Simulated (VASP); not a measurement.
## Input and output of a VASP r²SCAN single-point calculation on CaSe (strained rocksalt)

INCAR

```
NSW = 0
LCHARG = .FALSE.
NELM = 120
NBANDS = 15
LREAL = .FALSE.
METAGGA = R2SCAN
ALGO = Normal
ISIF = 2
LASPH = .TRUE.
IBRION = -1
PREC = Accurate
ISMEAR = 0
EDIFF = 1E-7
LWAVE = .FALSE.
SIGMA = 0.01
ENCUT = 520
```

KPOINTS

```
KPOINTS created by Atomic Simulation Environment
0
Gamma
8 8 8
0 0 0
```

KPOINTS_OPT

```
special points
6
Reciprocal
0.0000000000 0.0000000000 0.0000000000 1
0.5000000000 0.0000000000 0.5000000000 1
0.6250000000 0.2500000000 0.6250000000 1
0.3750000000 0.3750000000 0.7500000000 1
0.5000000000 0.5000000000 0.5000000000 1
0.5000000000 0.2500000000 0.7500000000 1
```

POSCAR

```
Ca Se
 1.0000000000000000
     0.0000000000000000    2.9675351259000000    2.8648584105000001
     2.9675351259000000    0.0000000000000000    2.8648584105000001
     2.9675351259000000    2.9675351259000000    0.0000000000000000
 Ca  Se
   1   1
Cartesian
  0.0000000000000000  0.0000000000000000  0.0000000000000000
  2.9675351258999996  2.9675351258999996  2.8648584104999997
```

VASP ran with the recommended PBE PAW datasets (16 valence electrons in the cell).

Command

```
mpirun -np 1 vasp_std
```

From OUTCAR

```
k-points           NKPTS =     59   k-points in BZ     NKDIM =     59   number of bands    NBANDS=     15

   NELECT =      16.0000    total number of electrons

   dimension x,y,z NGX =    32 NGY =   32 NGZ =   32
   dimension x,y,z NGXF=    64 NGYF=   64 NGZF=   64

  energy-cutoff  :      520.00
  volume of cell :       50.46
      direct lattice vectors                 reciprocal lattice vectors
     0.000000000  2.967535126  2.864858411    -0.168490002  0.168490002  0.174528695
     2.967535126  0.000000000  2.864858411     0.168490002 -0.168490002  0.174528695
     2.967535126  2.967535126  0.000000000     0.168490002  0.168490002 -0.174528695

 k-points in reciprocal lattice and weights: KPOINTS created by Atomic Simulation Env
   0.00000000  0.00000000  0.00000000       0.002
   0.12500000  0.00000000  0.00000000       0.016
   0.25000000  0.00000000  0.00000000       0.016
   0.37500000  0.00000000  0.00000000       0.016
   0.50000000  0.00000000  0.00000000       0.008
   0.12500000  0.12500000  0.00000000       0.004
   0.25000000  0.12500000  0.00000000       0.016
   0.37500000  0.12500000  0.00000000       0.016
   ...

 E-fermi :   2.4291

 k-point     1 :       0.0000    0.0000    0.0000
  band No.  band energies     occupation
      1     -38.8520      2.00000
      2     -18.9719      2.00000
      3     -18.9718      2.00000
      4     -18.9658      2.00000
      5      -9.9293      2.00000
      6       2.3508      2.00000
      7       2.3508      2.00000
      8       2.3793      2.00000
      9       6.4985      0.00000
     10       6.4985      0.00000
     11       6.5413      0.00000
     12       6.7409      0.00000
     13       7.1362      0.00000
     14       7.3782      0.00000
     15      12.8908      0.00000

 k-point     2 :       0.1250    0.0000    0.0000
  band No.  band energies     occupation
      1     -38.8509      2.00000
      2     -18.9899      2.00000
      3     -18.9735      2.00000
      4     -18.9683      2.00000
      5      -9.8259      2.00000
      6       1.6149      2.00000
      7       2.1032      2.00000
      8       2.1239      2.00000
      9       6.5510      0.00000
     10       6.7408      0.00000
     11       6.8838      0.00000
     12       7.3478      0.00000
     13       7.5555      0.00000
     14       7.8988      0.00000
     15      13.0592      0.00000

 k-point     3 :       0.2500    0.0000    0.0000
  band No.  band energies     occupation
      1     -38.8481      2.00000
      2     -19.0370      2.00000
      3     -18.9775      2.00000
      4     -18.9701      2.00000
      5      -9.5632      2.00000
      6       0.3407      2.00000
      7       1.6232      2.00000
      8       1.6433      2.00000
      9       6.6778      0.00000
     10       7.3256      0.00000
     11       7.4080      0.00000
     12       8.6020      0.00000
     13       8.6182      0.00000
     14       9.1477      0.00000
     15      12.6069      0.00000

 k-point     4 :       0.3750    0.0000    0.0000
  band No.  band energies     occupation
      1     -38.8454      2.00000
      2     -19.0834      2.00000
      3     -18.9815      2.00000
      4     -18.9715      2.00000
      5      -9.2774      2.00000
      6      -0.6481      2.00000
      7       1.2412      2.00000
      8       1.2583      2.00000
      9       7.0760      0.00000
     10       8.1053      0.00000
     11       8.1069      0.00000
     12       9.0942      0.00000
     13       9.7568      0.00000
     14      10.0056      0.00000
     15      11.9955      0.00000

 k-point     5 :       0.5000    0.0000    0.0000
  band No.  band energies     occupation
      1     -38.8443      2.00000
      2     -19.1023      2.00000
      3     -18.9832      2.00000
      4     -18.9722      2.00000
      5      -9.1505      2.00000
      6      -1.0179      2.00000
      7       1.1017      2.00000
      8       1.1172      2.00000
      9       7.5183      0.00000
     10       8.4842      0.00000
     11       8.5648      0.00000
     12       8.5910      0.00000
     13      10.5270      0.00000
     14      10.8069      0.00000
     15      10.9656      0.00000

 k-point     6 :       0.1250    0.1250    0.0000
  band No.  band energies     occupation
      1     -38.8504      2.00000
      2     -18.9860      2.00000
      3     -18.9778      2.00000
      4     -18.9777      2.00000
      5      -9.7813      2.00000
      6       1.3595      2.00000
      7       2.0813      2.00000
      8       2.0813      2.00000
      9       6.3372      0.00000
     10       6.8532      0.00000
     11       7.1506      0.00000
     12       7.1507      0.00000
     13       7.2588      0.00000
     14       8.9371      0.00000
     15      13.2074      0.00000

 k-point     7 :       0.2500    0.1250    0.0000
  band No.  band energies     occupation
      1     -38.8481      2.00000
      2     -19.0237      2.00000
      3     -18.9837      2.00000
      4     -18.9769      2.00000
      5      -9.5796      2.00000
      6       0.4793      2.00000
      7       1.6536      2.00000
      8       1.7399      2.00000
      9       6.2485      0.00000
     10       7.3137      0.00000
     11       7.5280      0.00000
     12       8.0009      0.00000
     13       8.0274      0.00000
     14      10.2655      0.00000
     15      12.9144      0.00000

 k-point     8 :       0.3750    0.1250    0.0000
  band No.  band energies     occupation
      1     -38.8453      2.00000
      2     -19.0679      2.00000
      3     -18.9877      2.00000
      4     -18.9785      2.00000
      5      -9.3242      2.00000
      6      -0.3699      2.00000
      7       1.1808      2.00000
      8       1.3554      2.00000
      9       6.5647      0.00000
     10       8.0796      0.00000
     11       8.2198      0.00000
     12       8.8892      0.00000
     13       8.9124      0.00000
     14      10.6072      0.00000
     15      12.1724      0.00000

 k-point     9 :       0.5000    0.1250    0.0000
  band No.  band energies     occupation
      1     -38.8438      2.00000
      2     -19.0920      2.00000
      3     -18.9876      2.00000
      4     -18.9825      2.00000
      5      -9.1685      2.00000
      6      -0.8225      2.00000
      7       0.9582      2.00000
      8       1.1285      2.00000
      9       7.2072      0.00000
     10       8.4668      0.00000
     11       8.6478      0.00000
     12       8.8111      0.00000
     13       9.6884      0.00000
     14      10.6242      0.00000
     15      11.4859      0.00000

 k-point    10 :      -0.3750    0.1250    0.0000
  band No.  band energies     occupation
      1     -38.8443      2.00000
      2     -19.0835      2.00000
      3     -18.9858      2.00000
      4     -18.9833      2.00000
      5      -9.2218      2.00000
      6      -0.6890      2.00000
      7       1.0372      2.00000
      8       1.1400      2.00000
      9       7.3606      0.00000
     10       8.1086      0.00000
     11       8.4169      0.00000
     12       9.0218      0.00000
     13       9.4511      0.00000
     14      10.4848      0.00000
     15      11.7968      0.00000

 k-point    11 :      -0.2500    0.1250    0.0000
  band No.  band energies     occupation
      1     -38.8466      2.00000
      2     -19.0484      2.00000
      3     -18.9852      2.00000
      4     -18.9774      2.00000
      5      -9.4452      2.00000
      6      -0.0251      2.00000
      7       1.3875      2.00000
      8       1.3877      2.00000
      9       6.9450      0.00000
     10       7.3674      0.00000
     11       8.1556      0.00000
     12       8.3782      0.00000
     13       9.3132      0.00000
     14       9.6920      0.00000
     15      12.6157      0.00000

 k-point    12 :      -0.1250    0.1250    0.0000
  band No.  band energies     occupation
      1     -38.8493      2.00000
      2     -19.0098      2.00000
      3     -18.9775      2.00000
      4     -18.9733      2.00000
      5      -9.6922      2.00000
      6       0.8935      2.00000
      7       1.7817      2.00000
      8       1.8759      2.00000
      9       6.7133      0.00000
     10       6.8487      0.00000
     11       7.4098      0.00000
     12       7.6293      0.00000
     13       8.4693      0.00000
     14       8.6101      0.00000
     15      13.1548      0.00000

 k-point    13 :       0.2500    0.2500    0.0000
  band No.  band energies     occupation
      1     -38.8464      2.00000
      2     -19.0256      2.00000
      3     -18.9923      2.00000
      4     -18.9922      2.00000
      5      -9.4865      2.00000
      6       0.1610      2.00000
      7       1.6488      2.00000
      8       1.6488      2.00000
      9       5.5767      0.00000
     10       7.4805      0.00000
     11       7.5744      0.00000
     12       8.4167      0.00000
     13       8.4167      0.00000
     14      11.7131      0.00000
     15      12.3290      0.00000

 ...

  Total        0.2996233      0.2996233      1.6813389      0.0000000     -0.0000000      0.0000000
  in kB        9.5139574      9.5139574     53.3876684      0.0000000     -0.0000000      0.0000000
  external PRESSURE =      24.1385277 kB  Pullay stress =       0.0000000 kB

 POSITION                                       TOTAL-FORCE (eV/Angst)
 -----------------------------------------------------------------------------------
      0.00000      0.00000      0.00000        -0.000000      0.000000      0.000000
      2.96754      2.96754      2.86486         0.000000      0.000000     -0.000000
 -----------------------------------------------------------------------------------
    total drift:                                0.000000     -0.000000     -0.000000

  FREE ENERGIE OF THE ION-ELECTRON SYSTEM (eV)
  ---------------------------------------------------
  free  energy   TOTEN  =       -25.9492877523 eV

  energy  without entropy=      -25.9492877523  energy(sigma->0) =      -25.94928775
```

The gap between bands v and c is 2.39 eV and the least direct gap is 3.33 eV. The pressure is 2.4 GPa.

Band v is the last that the valence electrons fill when counted band by band, and c is the next.

The run took about 2.2 min on one core of a shared host (Intel Xeon Platinum 8488C) and held 0.22 GiB at most.
